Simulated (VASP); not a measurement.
# GaP (F-43m) in VASP: notebook, part 2 of 2

VASP 6.6.1. Earlier steps stand in the parts before.

**3. Relaxation of cell and atoms, revPBE+D3(BJ)**

This run uses another cell than the first one, of 20.24 Å³/atom, 1.018 times its volume.

Input file INCAR:

```
SYSTEM = GaP
ALGO = Fast
EDIFF = 1E-6
EDIFFG = -0.02
ENCUT = 600
GGA = RE
IBRION = 2
ISIF = 3
ISMEAR = -1
IVDW = 12
LASPH = .True.
LCHARG = .False.
LREAL = .False.
LWAVE = .False.
NELM = 100
NSW = 80
PREC = Accurate
SIGMA = 0.05
```

Input file KPOINTS:

```
k-points
0
Gamma
  8 8 8
  0 0 0
```

Input file POSCAR:

```
GaP
1.0
    0.0000000000      2.7252500000      2.7252500000
    2.7252500000      0.0000000000      2.7252500000
    2.7252500000      2.7252500000      0.0000000000
Ga P
1 1
Direct
    0.0000000000      0.0000000000      0.0000000000
    0.7500000000      0.7500000000      0.7500000000
```

Potentials or basis: VASP PAW PBE potentials, release 64 (Ga_d, P).

Command:

```
cat potpaw_PBE.64/Ga_d/POTCAR potpaw_PBE.64/P/POTCAR > POTCAR
mpirun -np 1 vasp_std > vasp.out
```

OUTCAR:

```text
SYSTEM = GaP
   EDIFF = 1E-6
   EDIFFG = -0.02
   ENCUT = 600
   GGA = RE
   IBRION = 2
   ISIF = 3
   ISMEAR = -1
   IVDW = 12
   LASPH = .True.
   LREAL = .False.
   NELM = 100
   NSW = 80
   PREC = Accurate
 IVDW          = 12

 ion  position               nearest neighbor table
   1  0.000  0.000  0.000-   2 2.36   2 2.36   2 2.36   2 2.36
   2  0.750  0.750  0.750-   1 2.36   1 2.36   1 2.36   1 2.36

  LATTYP: Found a face centered cubic cell.
 ALAT       =     5.4505000000

  Lattice vectors:

 A1 = (   0.0000000000,   2.7252500000,   2.7252500000)
 A2 = (   2.7252500000,   0.0000000000,   2.7252500000)
 A3 = (   2.7252500000,   2.7252500000,   0.0000000000)

Analysis of symmetry for initial positions (statically):
=====================================================================
 Subroutine PRICEL returns:
 Original cell was already a primitive cell.

 Routine SETGRP: Setting up the symmetry group for a
 face centered cubic supercell.

 Subroutine GETGRP returns: Found 24 space group operations
 (whereof 24 operations were pure point group operations)
 out of a pool of 48 trial point group operations.

The static configuration has the point symmetry T_d .

Analysis of symmetry for dynamics (positions and initial velocities):
=====================================================================
 Subroutine PRICEL returns:
 Original cell was already a primitive cell.

 Routine SETGRP: Setting up the symmetry group for a
 face centered cubic supercell.

 Subroutine GETGRP returns: Found 24 space group operations
 (whereof 24 operations were pure point group operations)
 out of a pool of 48 trial point group operations.

The dynamic configuration has the point symmetry T_d .

 Subroutine INISYM returns: Found 24 space group operations
 (whereof 24 operations are pure point group operations),
 and found     1 'primitive' translations

----------------------------------------------------------------------------------------

                                     Primitive cell

  volume of cell :      40.4808

  direct lattice vectors                    reciprocal lattice vectors
     0.000000000  2.725250000  2.725250000    -0.183469406  0.183469406  0.183469406
     2.725250000  0.000000000  2.725250000     0.183469406 -0.183469406  0.183469406
     2.725250000  2.725250000  0.000000000     0.183469406  0.183469406 -0.183469406
[... 107 lines left out ...]
  Thomas-Fermi vector in A             =   2.383574
   LORBIT       =      0    0 simple, 1 ext, 2 COOP (PROOUT), +10 PAW based schemes
   GGA     = RE    functional components
   LHFCALC =     F    Hartree Fock is set to
   AEXX    =    0.0000 exact exchange contribution
   IVDW    =    12    specifies the selected vdW correction
   LEPSILON=     F    determine dielectric tensor
   LRPA    =     F    only Hartree local field effects (RPA)
 conjugate gradient relaxation of ions
 non-spin polarized calculation
 RMM-DIIS sequential band-by-band and
  energy-cutoff  :      600.00
  volume of cell :       40.48
 maximum number of plane-waves:      1365
   NGX = 15   NGY = 15   NGZ = 15

--------------------------------------- Ionic step        1  -------------------------------------------

 number of electron      18.0000003 magnetization

 Free energy of the ion-electron system (eV)
  ---------------------------------------------------
  ext. energy  EPLUGINS =         0.00000000
  ---------------------------------------------------
  free energy    TOTEN  =        -8.52926461 eV

  energy without entropy =       -8.52926461  energy(sigma->0) =       -8.52926461

------------------------ aborting loop because EDIFF is reached ----------------------------------------

 Edisp (eV)   -1.22049

 E8    (eV) :    -0.8431
[... 71 lines left out ...]
--------------------------------------- Ionic step        3  -------------------------------------------

 number of electron      18.0000008 magnetization

 Free energy of the ion-electron system (eV)
  ---------------------------------------------------
  ext. energy  EPLUGINS =         0.00000000
  ---------------------------------------------------
  free energy    TOTEN  =        -8.50680658 eV

  energy without entropy =       -8.50680658  energy(sigma->0) =       -8.50680658

 E-fermi :   5.7232     XC(G=0):  -9.7974

 val. band max:        4.9131757293   @ k =   0.0000   0.0000   0.0000
 cond. band min:       6.5849624093   @ k =   0.3750   0.3750   0.0000
 fundamental gap:      1.6717866800
 Fermi energy:         5.7232229394

 k-point     1 :       0.0000    0.0000    0.0000
  band No.  band energies     occupation
      1      -9.6632      2.00000
      2      -9.6632      2.00000
      3      -9.6632      2.00000
      4      -9.5577      2.00000
      5      -9.5577      2.00000
      6      -7.6994      2.00000
      7       4.9132      2.00000
      8       4.9132      2.00000
      9       4.9132      2.00000
     10       6.9952      0.00000
     11       8.8166      0.00000
     12       8.8167      0.00000
     13       8.8167      0.00000
[... 354 lines left out ...]
  band No.  band energies     occupation
      1      -9.7578      2.00000
      2      -9.6303      2.00000
      3      -9.6176      2.00000
      4      -9.5631      2.00000
      5      -9.5499      2.00000
      6      -5.1629      2.00000
      7      -1.5622      2.00000
      8       1.6747      2.00000
      9       2.9387      2.00000
     10       8.4679      0.00000
     11       9.2543      0.00000
     12      11.4505      0.00000
     13      12.9521      0.00000

 [... further k-points ...]

------------------------ aborting loop because EDIFF is reached ----------------------------------------

 Edisp (eV)   -1.24650

 E8    (eV) :    -0.8614
[... 25 lines left out ...]
  FREE ENERGIE OF THE ION-ELECTRON SYSTEM (eV)
  ---------------------------------------------------
  free  energy   TOTEN  =        -9.7533081625 eV

  energy  without entropy=       -9.7533081604  energy(sigma->0) =       -9.75330816

 reached required accuracy - stopping structural energy minimisation
```

OSZICAR:

```text
N       E                     dE             d eps       ncg     rms          rms(c)
DAV:   1     0.865753314360E+02    0.86575E+02   -0.99068E+03   770   0.213E+03
DAV:   2    -0.191927219578E+01   -0.88495E+02   -0.85508E+02   809   0.355E+02
DAV:   3    -0.865151354406E+01   -0.67322E+01   -0.66969E+01   964   0.784E+01
[... 26 lines left out ...]
RMM:   3    -0.850695205354E+01    0.16313E-02   -0.27857E-03   797   0.722E-01    0.497E-02
RMM:   4    -0.850683312443E+01    0.11893E-03   -0.38480E-04   842   0.196E-01    0.380E-02
RMM:   5    -0.850681463898E+01    0.18485E-04   -0.54010E-05   930   0.850E-02    0.210E-02
RMM:   6    -0.850680668491E+01    0.79541E-05   -0.19967E-05   861   0.682E-02    0.107E-02
RMM:   7    -0.850680658225E+01    0.10266E-06   -0.32838E-06   603   0.224E-02
   3 F= -.97533082E+01 E0= -.97533082E+01  d E =-.355847E-02
```

CONTCAR:

```text
GaP
   1.00000000000000
     0.0000000000000000    2.7082779570281712    2.7082779570281712
     2.7082779570281712   -0.0000000000000000    2.7082779570281712
     2.7082779570281712    2.7082779570281712   -0.0000000000000000
  Ga              P
     1     1
Direct
     0.0000000000000000    0.0000000000000000    0.0000000000000000
     0.7500000000000000    0.7500000000000000    0.7500000000000000

  0.00000000E+00  0.00000000E+00  0.00000000E+00
  0.00000000E+00  0.00000000E+00  0.00000000E+00
```

Wall time 17 s (1 thread of Intel Xeon 6975P-C (Granite Rapids), shared host); peak memory 0.19 GiB.

What came out:

- Free energy: -9.7533 eV
- Relaxed volume: 19.86 Å³/atom
- Relaxed cell: a = 3.830 Å, b = 3.830 Å, c = 3.830 Å, α = 60.00°, β = 60.00°, γ = 60.00°
- Space group after relaxing (to 0.05 Å): F-43m (No. 216)
- Energy gained by relaxing: 1.8 meV/atom
- Ionic steps: 3
- Pressure after relaxing: 0.0 GPa
- Band gap on the k mesh: 1.67 eV, indirect (least direct gap 2.08 eV)
- Dispersion energy per atom: -0.623 eV

The path:
```tsv
step	energy change (eV)	largest force (eV/Å)	pressure (GPa)	volume (Å³)
1	0.0000	0.0000	-1.43	40.48
2	-0.0029	0.0000	0.69	39.43
3	-0.0036	0.0000	-0.03	39.73
```

Final structure:
```yaml
crystal:
  lattice:
    - [0.00000, 2.70828, 2.70828]
    - [2.70828, 0.00000, 2.70828]
    - [2.70828, 2.70828, 0.00000]
  atoms:
    - { symbol: Ga, position: [0.00000, 0.00000, 0.00000] }
    - { symbol: P, position: [0.75000, 0.75000, 0.75000] }
```

Levels at points of the mesh, in eV from the valence-band top:
```
           k point  band 7  band 8  band 9  band 10  band 11  band 12
(0.00, 0.00, 0.00)    0.00    0.00    0.00     2.08     3.90     3.90
(0.50, 0.00, 0.00)   -6.71   -1.14   -1.14     1.80     4.74     4.74
(0.50, 0.50, 0.00)   -6.81   -2.74   -2.74     1.68     1.86    10.77
```

Caveat: the PAW data sets were made with another functional, which shifts forces and pressure a little. A k mesh can miss the band edges.

**4. Single point, PBEsol+D4**

This run uses another cell than the first one, of 19.69 Å³/atom, 0.990 times its volume.

Input file INCAR:

```
PREC = Accurate
ENCUT = 520
EDIFF = 1E-7
ISMEAR = -1
SIGMA = 0.05
LREAL = False
LASPH = True
NELM = 100
ALGO = Normal
ISIF = 2
LWAVE = False
LCHARG = True
GGA = PS
IVDW = 13
LELF = True
LVHAR = True
NBANDS = 16
```

Input file KPOINTS:

```
Automatic mesh
0
Gamma
  8 8 8
```

Input file POSCAR:

```
GaP
1.0
    0.0000000000      2.7001183934      2.7001183934
    2.7001183934      0.0000000000      2.7001183934
    2.7001183934      2.7001183934      0.0000000000
Ga P
1 1
Direct
    0.0000000000      0.0000000000      0.0000000000
    0.7500000000      0.7500000000      0.7500000000
```

Potentials or basis: VASP PAW PBE potentials, release 64 (Ga_d, P).

Command:

```
cat potpaw_PBE.64/Ga_d/POTCAR potpaw_PBE.64/P/POTCAR > POTCAR
mpirun -np 1 vasp_std > vasp.out
```

OUTCAR:

```text
PREC = Accurate
   ENCUT = 520
   EDIFF = 1E-7
   ISMEAR = -1
   LREAL = False
   LASPH = True
   NELM = 100
   ISIF = 2
   GGA = PS
   IVDW = 13

 ion  position               nearest neighbor table
   1  0.000  0.000  0.000-   2 2.34   2 2.34   2 2.34   2 2.34
   2  0.750  0.750  0.750-   1 2.34   1 2.34   1 2.34   1 2.34

  LATTYP: Found a face centered cubic cell.
 ALAT       =     5.4002367868

  Lattice vectors:

 A1 = (   0.0000000000,   2.7001183934,   2.7001183934)
 A2 = (   2.7001183934,   0.0000000000,   2.7001183934)
 A3 = (   2.7001183934,   2.7001183934,   0.0000000000)

Analysis of symmetry for initial positions (statically):
=====================================================================
 Subroutine PRICEL returns:
 Original cell was already a primitive cell.

 Routine SETGRP: Setting up the symmetry group for a
 face centered cubic supercell.

 Subroutine GETGRP returns: Found 24 space group operations
 (whereof 24 operations were pure point group operations)
 out of a pool of 48 trial point group operations.

The static configuration has the point symmetry T_d .

Analysis of symmetry for dynamics (positions and initial velocities):
=====================================================================
 Subroutine PRICEL returns:
 Original cell was already a primitive cell.

 Routine SETGRP: Setting up the symmetry group for a
 face centered cubic supercell.

 Subroutine GETGRP returns: Found 24 space group operations
 (whereof 24 operations were pure point group operations)
 out of a pool of 48 trial point group operations.

The dynamic configuration has the point symmetry T_d .

 Subroutine INISYM returns: Found 24 space group operations
 (whereof 24 operations are pure point group operations),
 and found     1 'primitive' translations

----------------------------------------------------------------------------------------

                                     Primitive cell
[... 110 lines left out ...]
     AMIX     =   0.40;   BMIX     =  1.00
     AMIX_MAG =   1.60;   BMIX_MAG =  1.00
  volume/ion in A,a.u.               =      19.69       132.84
  Fermi-wavevector in a.u.,A,eV,Ry     =   1.261168  2.383261 21.640667  1.590544
  Thomas-Fermi vector in A             =   2.394641
   LORBIT       =      0    0 simple, 1 ext, 2 COOP (PROOUT), +10 PAW based schemes
   GGA     = PS    functional components
   LHFCALC =     F    Hartree Fock is set to
   AEXX    =    0.0000 exact exchange contribution
   IVDW    =    13    specifies the selected vdW correction
   LEPSILON=     F    determine dielectric tensor
   LRPA    =     F    only Hartree local field effects (RPA)
 non-spin polarized calculation
  energy-cutoff  :      520.00
  volume of cell :       39.37
 maximum number of plane-waves:      1069
   NGX = 15   NGY = 15   NGZ = 15

 number of electron      18.0000002 magnetization

 Free energy of the ion-electron system (eV)
  ---------------------------------------------------
  ext. energy  EPLUGINS =         0.00000000
  ---------------------------------------------------
  free energy    TOTEN  =        -9.91651102 eV

  energy without entropy =       -9.91651100  energy(sigma->0) =       -9.91651101

 E-fermi :   5.5650     XC(G=0): -10.1475

 val. band max:        4.8570939239   @ k =   0.0000   0.0000   0.0000
 cond. band min:       6.3147688667   @ k =   0.5000   0.5000   0.0000
 fundamental gap:      1.4576749428
 Fermi energy:         5.5650372292

 k-point     1 :       0.0000    0.0000    0.0000
  band No.  band energies     occupation
      1      -9.7352      2.00000
      2      -9.7352      2.00000
      3      -9.7352      2.00000
      4      -9.6257      2.00000
      5      -9.6257      2.00000
      6      -7.8809      2.00000
[... 433 lines left out ...]
      3      -9.6878      2.00000
      4      -9.6318      2.00000
      5      -9.6177      2.00000
      6      -5.2703      2.00000
[... 8 lines left out ...]
     15      16.8533      0.00000
     16      17.4588      0.00000

 [... further k-points ...]

------------------------ aborting loop because EDIFF is reached ----------------------------------------

  DFT-D4 for vdW energy calculation

  Edisp (eV):   -0.48633

  FORCE on cell =-STRESS in cart. coord.  units (eV):
  Direction    XX          YY          ZZ          XY          YZ          ZX
  --------------------------------------------------------------------------------------
  -------------------------------------------------------------------------------------
  Total      -0.00390    -0.00390    -0.00390    -0.00000     0.00000     0.00000
  in kB      -0.15869    -0.15869    -0.15869    -0.00000     0.00000     0.00000
  external pressure =       -0.16 kB  Pullay stress =        0.00 kB

 VOLUME and BASIS-vectors are now :
 -----------------------------------------------------------------------------
  energy-cutoff  :      520.00
  volume of cell :       39.37
      direct lattice vectors                 reciprocal lattice vectors
     0.000000000  2.700118393  2.700118393    -0.185177065  0.185177065  0.185177065
     2.700118393  0.000000000  2.700118393     0.185177065 -0.185177065  0.185177065
     2.700118393  2.700118393  0.000000000     0.185177065  0.185177065 -0.185177065

 POSITION                                       TOTAL-FORCE (eV/Angst)
 -----------------------------------------------------------------------------------
      0.00000      0.00000      0.00000         0.000000      0.000000     -0.000000
      4.05018      4.05018      4.05018        -0.000000     -0.000000      0.000000
 -----------------------------------------------------------------------------------
    total drift:                               -0.000000     -0.000000     -0.000000

  FREE ENERGIE OF THE ION-ELECTRON SYSTEM (eV)
  ---------------------------------------------------
  free  energy   TOTEN  =       -10.4028413399 eV

  energy  without entropy=      -10.4028413260  energy(sigma->0) =      -10.40284133
```

Run time: 8.8 s. Hardware: 1 thread of Intel Xeon 6975P-C (Granite Rapids), shared host; peak memory 0.16 GiB.

What came out:

```
Free energy                : -10.4028 eV
Pressure                   : 0.0 GPa
Band gap on the k mesh     : 1.46 eV, indirect (least direct gap 1.98 eV)
Dispersion energy per atom : -0.243 eV
```

Caveat: the PAW data sets were made with another functional, which shifts forces and pressure a little.

**5. Relaxation of cell and atoms, PBEsol+D4**

This run uses another cell than the first one, of 20.24 Å³/atom, 1.018 times its volume.

Input file INCAR:

```
ALGO     = Normal         # electronic algorithm
EDIFF    = 1E-6           # SCF threshold, eV
EDIFFG   = -0.01          # ionic threshold
ENCUT    = 600            # plane-wave cutoff, eV
GGA      = PS             # functional
IBRION   = 2              # ionic algorithm
ISIF     = 3              # what is computed and relaxed
ISMEAR   = -1             # smearing method
IVDW     = 13             # dispersion correction
LASPH    = True           # aspherical terms in the spheres
LCHARG   = False          # write CHGCAR
LREAL    = False          # projectors in reciprocal space
LWAVE    = False          # write WAVECAR
NELM     = 100            # most SCF steps
NSW      = 80             # ionic steps
PREC     = Accurate       # precision mode
SIGMA    = 0.05           # smearing width, eV
```

Input file KPOINTS:

```
k-points
0
Gamma
  8 8 8
```

Input file POSCAR:

```
GaP
1.0
    0.0000000000      2.7252500000      2.7252500000
    2.7252500000      0.0000000000      2.7252500000
    2.7252500000      2.7252500000      0.0000000000
Ga P
1 1
Direct
    0.0000000000      0.0000000000      0.0000000000
    0.7500000000      0.7500000000      0.7500000000
```

Command:

```
cat potpaw_PBE.64/Ga_d/POTCAR potpaw_PBE.64/P/POTCAR > POTCAR
mpirun -np 1 vasp_std > vasp.out
```

It took 15 s on 1 thread of Intel Xeon 6975P-C (Granite Rapids), shared host; peak memory 0.19 GiB.

The run converged. Its results:

```
Free energy                            : -10.4030 eV
Relaxed volume                         : 19.68 Å³/atom
Relaxed cell                           : a = 3.818 Å, b = 3.818 Å, c = 3.818 Å, α = 60.00°, β = 60.00°, γ = 60.00°
Space group after relaxing (to 0.05 Å) : F-43m (No. 216)
Energy gained by relaxing              : 4.3 meV/atom
Ionic steps                            : 3
Pressure after relaxing                : 0.0 GPa
Band gap on the k mesh                 : 1.46 eV, indirect (least direct gap 1.98 eV)
Dispersion energy per atom             : -0.243 eV
```

Step by step:
```
step  energy change (eV)  largest force (eV/Å)  pressure (GPa)  volume (Å³)
   1              0.0000                0.0000           -2.38        40.48
   2             -0.0058                0.0000            1.45        38.74
   3             -0.0086                0.0000           -0.04        39.36
```

Final structure:
```yaml
crystal:
  lattice:
    - [0.00000, 2.69980, 2.69980]
    - [2.69980, 0.00000, 2.69980]
    - [2.69980, 2.69980, 0.00000]
  atoms:
    - { symbol: Ga, position: [0.00000, 0.00000, 0.00000] }
    - { symbol: P, position: [0.75000, 0.75000, 0.75000] }
```

Levels at points of the mesh, in eV from the valence-band top:
```tsv
k point	band 5	band 6	band 7	band 8	band 9	band 10	band 11	band 12	band 13
(0.00, 0.00, 0.00)	-14.48	-12.74	0.00	0.00	0.00	1.98	3.82	3.82	3.82
(0.50, 0.00, 0.00)	-14.48	-10.56	-6.86	-1.17	-1.17	1.67	4.64	4.64	8.14
(0.50, 0.50, 0.00)	-14.46	-9.61	-6.94	-2.81	-2.81	1.46	1.69	10.76	10.76
```

Caveat: the PAW data sets were made with another functional, which shifts forces and pressure a little. A k mesh can miss the band edges.

**6. Overview**

```csv
task,level,cell,cutoff (eV),gap on the mesh (eV),pressure (GPa),relaxed volume (Å³/atom)
single point,revPBE+D3(BJ),"F-43m, 19.89 Å³/atom",520,1.67,-0.1,-
relaxation of cell and atoms,revPBE+D3(BJ),relaxed,600,1.67,0.0,19.86
single point,PBEsol+D4,"F-43m, 19.69 Å³/atom",520,1.46,0.0,-
relaxation of cell and atoms,PBEsol+D4,relaxed,600,1.46,0.0,19.68
```

Alike in all rows: potentials or basis VASP PAW PBE potentials, release 64 (Ga_d, P); no spin polarisation; k mesh 8 × 8 × 8; smearing fermi-dirac 0.05 eV.

Caveats: the PAW data sets were made with another functional, which shifts forces and pressure a little.

Absolute energies hang on the potentials; compare differences alone.

**7. Comparison with measurements**

Step 2. A measured gap of GaP is 2.34 eV (indirect; 10 K; quoted in “Stacking defects in GaP nanowires: Electronic structure and optical properties”, 2018, arxiv:1810.01194); the calculated 1.67 eV misses it by -0.67 eV. Spin-orbit coupling on Ga is left out. The value is that of revPBE+D3(BJ) on a finite k mesh, which can miss the band edges, without temperature or zero-point motion. Semilocal functionals fall short of measured gaps as a rule.

Step 4. Against the measured gap of GaP, 2.34 eV (indirect; 10 K; quoted in “Stacking defects in GaP nanowires: Electronic structure and optical properties”, 2018, arxiv:1810.01194), the calculated 1.46 eV is off by -0.88 eV. Spin-orbit coupling on Ga is left out. The value is that of PBEsol+D4 on a finite k mesh, which can miss the band edges, without temperature or zero-point motion. Semilocal functionals fall short of measured gaps as a rule.
